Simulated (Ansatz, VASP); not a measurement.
# Two plane-wave programs on Ag

```
CELL_PARAMETERS angstrom
-1.65565 1.65565 1.65565
1.65565 -1.65565 1.65565
1.65565 1.65565 -1.65565
ATOMIC_POSITIONS crystal
Ag 0.00000 0.00000 0.00000
```

This isn't the form of Ag at room conditions, which is fcc.

Alike in both runs: task relaxation of cell and atoms; functional PBE; dispersion D3(BJ); k mesh 11 × 11 × 11; occupations fermi-dirac, width 0.05 eV; no spin polarisation.

|  | VASP | Ansatz |
| --- | --- | --- |
| version | VASP 6.6.1 | Ansatz 0.2.0 |
| potentials or method | VASP PAW PBE potentials, release 64 (Ag) | Ansatz PAW |
| plane-wave cutoff (eV) | 600 | 420 |
| valence electrons in the cell | 11 | 19 |

|  | VASP | Ansatz | Ansatz less VASP |
| --- | --- | --- | --- |
| gap on the k mesh at the Fermi level, each at its own relaxed structure (eV) | none | none | - |
| relaxed volume (Å³/atom) | 17.01 | 17.03 | +0.027 |
| relaxed cell length with the largest relative difference (Å) | 2.806 | 2.807 | +0.0015 |
| energy change over the relaxation (meV/atom) | -23 | -22 | +1.1 |

A gap of «none» marks a metal or a gap that the smearing closes. The two sets of potentials don't hold the same shells in valence.

Caveats: pairwise dispersion overbinds metals, which lowers pressure and volume; the plane-wave basis is chosen anew once the cell has moved, so the energies of steps on either side of that aren't comparable (Ansatz).
